Levels of hexagonal diamond (C, P6_3/mmc, 4 atoms per cell) from ABINIT 10.8.3: PBE start levels and one-shot PBE0 corrected levels, each column counted from its own highest filled level. The runs use an unshifted 7x7x4 k mesh, a plane-wave cutoff of 1006.82 eV and PseudoDojo NC SR PBE v0.4.1 standard pseudopotentials, without spin-orbit coupling.

| row | state k a (reciprocal cell vector) | state k b (reciprocal cell vector) | state k c (reciprocal cell vector) | state band | state start level (eV) | state corrected level (eV) |
| --- | --- | --- | --- | --- | --- | --- |
| 1 | 0.000 | 0.000 | 0.000 | top filled | 0.000 | 0.000 |
| 2 | 0.000 | 0.000 | 0.000 | first empty | 4.794 | 6.827 |
| 3 | 0.143 | 0.000 | 0.000 | top filled | -0.802 | -0.879 |
| 4 | 0.143 | 0.000 | 0.000 | first empty | 4.954 | 6.944 |
| 5 | 0.286 | 0.000 | 0.000 | top filled | -2.144 | -2.360 |
| 6 | 0.286 | 0.000 | 0.000 | first empty | 4.682 | 6.588 |
| 7 | 0.429 | 0.000 | 0.000 | top filled | -2.975 | -3.279 |
| 8 | 0.429 | 0.000 | 0.000 | first empty | 4.338 | 6.195 |
| 9 | 0.143 | 0.143 | 0.000 | top filled | -2.416 | -2.638 |
| 10 | 0.143 | 0.143 | 0.000 | first empty | 6.107 | 8.233 |
| 11 | 0.286 | 0.143 | 0.000 | top filled | -3.965 | -4.363 |
| 12 | 0.286 | 0.143 | 0.000 | first empty | 5.588 | 7.561 |
| 13 | 0.429 | 0.143 | 0.000 | top filled | -4.469 | -4.923 |
| 14 | 0.429 | 0.143 | 0.000 | first empty | 5.228 | 7.125 |
| 15 | 0.286 | 0.286 | 0.000 | top filled | -6.217 | -6.808 |
| 16 | 0.286 | 0.286 | 0.000 | first empty | 3.837 | 5.617 |
| 17 | 0.000 | 0.000 | 0.250 | top filled | -0.719 | -0.777 |
| 18 | 0.000 | 0.000 | 0.250 | first empty | 5.581 | 7.671 |
| 19 | 0.143 | 0.000 | 0.250 | top filled | -1.520 | -1.657 |
| 20 | 0.143 | 0.000 | 0.250 | first empty | 5.342 | 7.358 |
| 21 | 0.286 | 0.000 | 0.250 | top filled | -2.868 | -3.147 |
| 22 | 0.286 | 0.000 | 0.250 | first empty | 4.804 | 6.720 |
| 23 | 0.429 | 0.000 | 0.250 | top filled | -3.705 | -4.071 |
| 24 | 0.429 | 0.000 | 0.250 | first empty | 4.663 | 6.544 |
| 25 | 0.143 | 0.143 | 0.250 | top filled | -2.811 | -3.072 |
| 26 | 0.143 | 0.143 | 0.250 | first empty | 6.303 | 8.364 |
| 27 | 0.286 | 0.143 | 0.250 | top filled | -3.703 | -4.063 |
| 28 | 0.286 | 0.143 | 0.250 | first empty | 6.293 | 8.321 |
| 29 | 0.429 | 0.143 | 0.250 | top filled | -4.605 | -5.052 |
| 30 | 0.429 | 0.143 | 0.250 | first empty | 6.277 | 8.235 |
| 31 | 0.286 | 0.286 | 0.250 | top filled | -4.757 | -5.230 |
| 32 | 0.286 | 0.286 | 0.250 | first empty | 5.591 | 7.501 |

Exchanging a quarter of the PBE exchange for Fock exchange opens the gap of hexagonal diamond by about 2 eV, and it stretches the upper edge of the filled bands by about a tenth. These two effects, a large step between filled and empty levels and a mild stretch among the filled ones, account for most of the table. The empty levels add a scatter of a few tenths of an electronvolt, which also affects the size of the indirect gap.

The table lists two levels at each of sixteen k points, the highest filled one and the lowest empty one. The mesh also has points halfway along the third reciprocal cell vector, which are not listed, so statements below about all levels or all direct gaps refer to the table. The start level comes from PBE. The corrected level is a one-shot PBE0 value, worked out on the unchanged PBE orbitals. Both columns count from their own highest filled level, row 1, so a shift here means a change relative to the valence top, whose own movement stays hidden. The distance between the two levels at one k point, the direct gap, does not depend on that choice of zero.

**The step**

Every direct gap in the table opens, by 2.03 eV at the zone centre Γ (rows 1 and 2) and by at most 2.41 eV elsewhere. The PBE direct gaps themselves differ by more than a factor of two. The opening therefore falls from 42% of the PBE gap at Γ to 22% at rows 29 and 30. A correction that simply scaled the gap would not behave in this way; most of it is a step that all k points share.

The step follows from what is exchanged for what. With the orbitals held fixed, the level of an orbital $\psi$ moves by

$$\Delta = \tfrac{1}{4}\,\langle \psi | \hat\Sigma_x - v_x | \psi \rangle ,$$

where $\hat\Sigma_x$ is the Fock exchange operator and $v_x$ the PBE exchange potential. The potential $v_x$ is one function of position, the same for filled and empty orbitals. The Fock operator does distinguish them, because it is a sum over filled orbitals only. A filled orbital meets itself and its close relatives at neighbouring k points in that sum, and the resulting attraction removes the repulsion of an electron by its own charge. An empty orbital has no such partners and gains much less, so the two sets of levels move apart.

The formula also says what sets the size of the step. As long as the orbitals stay fixed, each shift is proportional to the fraction of Fock exchange, so half the fraction would give half the opening. The quarter belongs to the PBE0 recipe and is not derived from the screening in this crystal.

**The stretch**

Away from Γ the direct gaps open further, and rows 29 and 30 show where the extra comes from. The empty level of row 30 rises by 1.96 eV, slightly less than its counterpart at Γ. The filled level of row 29 sinks by 0.45 eV, and this more than makes up the difference. The same holds at most k points: only three of the other fifteen empty levels rise more than the one at Γ.

The sinking of the filled levels is regular. Each level below the valence top goes down by 8 to 10% of its PBE depth. Theory gives the direction: a deeper orbital is usually smoother and more strongly bonding, and so resembles more of the other filled orbitals. The products of such similar orbitals vary slowly in space and have a large Coulomb energy, which means more exchange attraction. Fock exchange widens filled bands in many solids for this reason, but the value of about a tenth is a result of the calculation and does not follow from the argument.

**The empty levels and the indirect gap**

The simplest model of the correction is a rigid shift: all empty levels move up by the same amount. Nothing is fitted here. The shift is taken from row 2, at Γ, and applied to row 16, the lowest empty level on this mesh. It predicts an indirect gap of $3.837 + 2.033 = 5.870$ eV, while the PBE0 value is 5.617 eV. The estimate is thus 0.25 eV too high, about 5% of the PBE0 gap. The analysis printed below lists this estimate with the other differences used here.

The model fails because row 16 rises by only 1.78 eV, the least of all the empty levels. Its direct gap is nevertheless unremarkable and opens by 2.37 eV, since the filled level at the same k point, row 15, sinks more than any other. The indirect gap does not benefit from that sinking, because it is measured from the valence top at Γ. It opens by only 1.78 eV, less than any direct gap. Even the direct gap at Γ, where no filled level sinks either, opens more, because row 2 rises more than row 16. The conduction minimum of hexagonal diamond is usually found at the zone corner K, which lies between the points of this mesh, so the true indirect gap is probably somewhat smaller at both levels of theory.

One might suppose that the shift of an empty level depends on its energy, with higher levels rising more. That holds only as a loose tendency, and rows 18, 12 and 32 show its limit. In PBE they lie within 0.01 eV of one another, in this order from below. In PBE0 the order is reversed, and row 32 ends up 0.17 eV below row 18. Levels of practically equal energy can thus be corrected differently, so something other than energy must matter.

The formula points to the shape of the orbital. An empty orbital that shares more space with the filled ones gains more Fock attraction, but it also loses more of the PBE attraction, which is strongest where the density is high. The balance between the two can change from one k point to the next, all the more because "first empty" names a position in the energy order and not a fixed type of orbital. Since nothing else enters the formula, this balance must be what holds row 16 down and reverses the three levels. Which of its two sides decides, and which feature of the orbitals lies behind it, the table does not show; that would take a look at the orbitals themselves.

**How firm the numbers are**

Convergence with mesh and cutoff was not tested, and the parts of the result are not equally exposed to it. The long range of the Coulomb interaction makes Fock exchange sensitive to the k mesh. The most delicate contribution comes from filled partners at almost the same k point, and it moves all filled levels by nearly the same amount. An error there would change the common step of 2 eV, and with it every gap, but would largely cancel in the differences among the empty levels. The reversed order of rows 18, 12 and 32 should therefore be less sensitive to this error than the absolute size of the gap.

Output of the analysis:

```
Smallest PBE direct gap (eV): 4.794
Largest PBE direct gap (eV): 10.88
Smallest opening of a direct gap (eV): 2.033
Largest opening of a direct gap (eV): 2.405
Rank correlation of opening with PBE direct gap: 0.9735
Opening at rows 1 and 2 in percent of the PBE direct gap: 42.41
Opening at rows 29 and 30 in percent of the PBE direct gap: 22.1
Smallest deepening of filled levels below the top (percent of depth): 8.067
Largest deepening of filled levels below the top (percent of depth): 10.22
Shift of filled row 15 (eV): -0.591
Shift of filled row 29 (eV): -0.447
Shift of empty row 30 (eV): 1.958
Shift of empty row 2 at Gamma (eV): 2.033
Shift of empty row 16 (eV): 1.78
Largest shift of an empty level (eV): 2.126
Number of empty levels that rise more than row 2: 3
Rank correlation of shift with PBE level among empty levels: 0.6794
Opening of the direct gap at rows 15 and 16 (eV): 2.371
Indirect gap from PBE plus the rigid shift of row 2 (eV): 5.87
Rigid estimate less PBE0 indirect gap (eV): 0.253
PBE level of row 32 less row 18 (eV): 0.01
PBE0 level of row 32 less row 18 (eV): -0.17
Shift of empty row 18 (eV): 2.09
Shift of empty row 12 (eV): 1.973
Shift of empty row 32 (eV): 1.91
```
